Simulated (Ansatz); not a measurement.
A Al$_{7}$P$_{8}$ cell: a crystal with Al atoms taken out, relaxed.

```
Al P
1.0
     5.47659   -5.47662   -0.00271
     5.47592    0.00205    5.47723
    -0.00280   -5.47670    5.47798
Al P
7 8
Direct
  0.99927 0.50035 0.00001
  0.99920 0.50074 0.49862
  0.99970 0.99906 0.99997
  0.00009 0.99976 0.49934
  0.50076 0.50030 0.49895
  0.50097 0.99904 0.00011
  0.50060 0.99894 0.49903
  0.37439 0.37407 0.87402
  0.37397 0.37387 0.37695
  0.37459 0.87644 0.87389
  0.37473 0.87475 0.37452
  0.87694 0.37404 0.87343
  0.87512 0.37443 0.37440
  0.87535 0.87480 0.87396
  0.87499 0.87513 0.37437
```

Theory: DFT PBE, scalar-relativistic, plane waves, PAW (Ansatz).

Cutoff 420 eV; k points 5×5×5 on the computed 15-atom cell (Γ-centred); Gaussian smearing, width 0.10 eV; no spin polarisation.

**Question.** Describe its local order.

**Answer.** Counting as bonded all pairs within 1.2 times the summed covalent radii:

```csv
atom → neighbour,mean count,mean length (Å),spread (Å)
Al → P,4.00,2.37,0.00
P → Al,3.50,2.37,0.00
```

Angles between all pairs of such bonds at an atom (mean ± spread): 110 ± 0° at Al, 110 ± 0° at P.

**Question.** Does it have a gap?

**Answer.** It has no gap on the mesh. Levels at Γ next to the Fermi level (eV from it): -1.01, -1.00, -0.99, -0.55, -0.55, -0.55, 0.42, 0.42, 0.42, 1.67, 1.67, 1.67. It lies 0.36 eV/atom below the elements' standard states (static lattices, no corrections for gases).

Cost: 2 runs of about 3 core-minutes in all (earlier runs that led there not counted), on Intel Xeon Platinum 8259CL (Skylake/Cascade Lake) (shared hosts).